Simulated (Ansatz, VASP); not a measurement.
SiHC in VASP and in Ansatz

```
CELL_PARAMETERS angstrom
2.92267 0.00000 0.00000
-1.46133 2.53110 0.00000
0.00000 0.00000 2.81151
ATOMIC_POSITIONS crystal
Si 0.33333 0.66667 0.00000
H 0.00000 0.00000 0.50000
C 0.66667 0.33333 0.50000
```

Change from the starting cell: species swapped into the TmCuSi type (P-6m2, No. 187).

Alike in both runs: functional PBE; k mesh 6 × 6 × 6; occupations gaussian, width 0.1 eV; no spin polarisation.

Ansatz relaxed the structure, and its values are those at the end. VASP's run is a single point on that final structure, the one shown.

|  | VASP | Ansatz |
| --- | --- | --- |
| version | VASP 6.6.1 | Ansatz 0.2.0 |
| potentials or method | VASP PAW PBE potentials, release 64 (Si, H, C) | scalar-relativistic, plane waves, PAW |
| plane-wave cutoff (eV) | 520 | 420 |
| valence electrons in the cell | 9 | 9 |

Ansatz gave:

| Property | Result |
| --- | --- |
| gap on the k mesh at the Fermi level (eV) | none |
| pressure (GPa) | 0.0 |

**Question.** Estimate VASP's values.

**Answer.** gap on the k mesh at the Fermi level (eV): none; pressure (GPa): 0.1.

A gap of «none» marks a metal or a gap that the smearing closes. With one functional, cell and mesh, what is left measures potentials, basis and numerics.

Caveats: the k mesh is coarse (spacing up to 0.41 Å⁻¹), so the values aren't converged.
